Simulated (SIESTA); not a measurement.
Ga2O3:

```
CELL_PARAMETERS angstrom
6.10700 -1.51855 0.00000
6.10700 1.51855 0.00000
-1.38599 0.00000 5.63001
ATOMIC_POSITIONS crystal
Ga 0.34134 0.34134 0.68598
Ga 0.65866 0.65866 0.31402
Ga 0.90950 0.90950 0.20540
Ga 0.09050 0.09050 0.79460
O 0.50410 0.50410 0.74340
O 0.49590 0.49590 0.25660
O 0.82670 0.82670 0.43680
O 0.17330 0.17330 0.56320
O 0.83550 0.83550 0.89020
O 0.16450 0.16450 0.10980
```

Base run:

* Program: SIESTA 5.4.2
* Functional: AM05
* Potentials or basis: PseudoDojo 0.4 standard (PBEsol files)
* Basis: DZP (energy shift 0.003 Ry; two zetas on semicore shells)
* Grid cutoff: 800 Ry
* Energy shift: 0.003 Ry
* k mesh: 6 × 6 × 4
* Occupations: fermi-dirac, width 0.05 eV
* Spin: no spin polarisation

Its results: band gap on the k mesh 2.30 eV, indirect (least direct gap 2.32 eV); pressure 5.8 GPa; largest force 0.283 eV/Å.

Q: The run is repeated on the same cell with these changes: functional from AM05 to PBE; potentials or basis from PseudoDojo 0.4 standard (PBEsol files) to SG15 1.2 (PBE files) or PseudoDojo by element. What comes out?

A: Band gap on the k mesh 2.33 eV, indirect (least direct gap 2.35 eV); pressure 14.2 GPa; largest force 0.476 eV/Å.

Caveats: the basis of atomic orbitals isn't converged, which shifts pressures, moduli and gaps; the potentials were made for another functional, which shifts forces and pressure (some runs).
